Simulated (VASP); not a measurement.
A run of VASP 6.6.1:

File INCAR:

```
SYSTEM = Y
ALGO = Fast
EDIFF = 1E-7
EDIFFG = -0.005
ENCUT = 480
GGA = PS
IBRION = 2
ISIF = 3
ISMEAR = 0
LASPH = .TRUE.
LCHARG = .FALSE.
LREAL = .FALSE.
LWAVE = .FALSE.
NELM = 60
NSW = 90
PREC = Accurate
SIGMA = 0.1
```

Contents of KPOINTS:

```
k-points
0
G
  15 15 8
  0 0 0
```

File POSCAR:

```
Y
1.0
    3.6425693900      0.0000000000      0.0000000000
   -1.8212847000      3.1545576300      0.0000000000
    0.0000000000      0.0000000000      5.8791583500
Y
2
Direct
    0.3333333300      0.6666666700      0.2500000000
    0.6666666700      0.3333333300      0.7500000000
```

Potentials or basis: VASP PAW PBE potentials, release 64 (Y_sv).

Launch:

```bash
$ cat potpaw_PBE.64/Y_sv/POTCAR > POTCAR
$ mpirun -np 1 vasp_std > vasp.out
```

Hardware: 1 thread of Intel(R) Xeon(R) 6975P-C (Granite Rapids), with other jobs on the host.

Problem. Estimate the wall time of this run.

Solution. It took 13 min on 1 thread of Intel(R) Xeon(R) 6975P-C (Granite Rapids), on a shared host, peak memory 0.3 GiB. Counts: scf iterations 129, k points 135, ion steps 11.
